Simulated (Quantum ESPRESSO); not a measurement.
The system is Yb.

```
Yb
1.0
     0.00000    2.74310    2.74310
     2.74310    0.00000    2.74310
     2.74310    2.74310    0.00000
Yb
1
Direct
  0.00000 0.00000 0.00000
```

| Quantity | Value |
| --- | --- |
| Program | Quantum ESPRESSO 7.5 |
| Task | single point |
| Functional | PBEsol |
| Potentials or basis | SSSP 1.3 efficiency PBE |
| Cutoff | 748 eV |
| Density cutoff | 5987 eV |
| k mesh | 8 × 8 × 8 |
| Occupations | fermi-dirac, width 0.05 eV |
| Spin | collinear spin, ferromagnetic start |
| Starting moments | [1.0] μB |

On this cell: pressure -4.0 GPa; net moment 0.00 μB per cell; band gap on the k mesh none (metal or under the smearing width).

The same run follows on a disturbed copy (cell strained at random at fixed volume):

```xyz
1
Lattice="0.0279 2.7406 2.7569 2.7504 0.0012 2.7836 2.7305 2.7474 0.0211" Properties=species:S:1:pos:R:3 pbc="T T T"
Yb   -0.0061   -0.0270    0.0503
```

**Question.** What changes?

**Answer.** The energy (extrapolated to zero smearing) moves by +0.7 meV/atom; pressure -4.1 GPa; net moment 0.00 μB per cell; band gap on the k mesh none (metal or under the smearing width).

Stress tensor (GPa, compression positive):
```
-4.05 -0.04 -0.25
-0.04 -4.13  0.03
-0.25  0.03 -4.19
```

Caveats: the potentials were made for another functional, which shifts forces and pressure; spin-orbit coupling is left out, which moves the levels of the heavy elements.
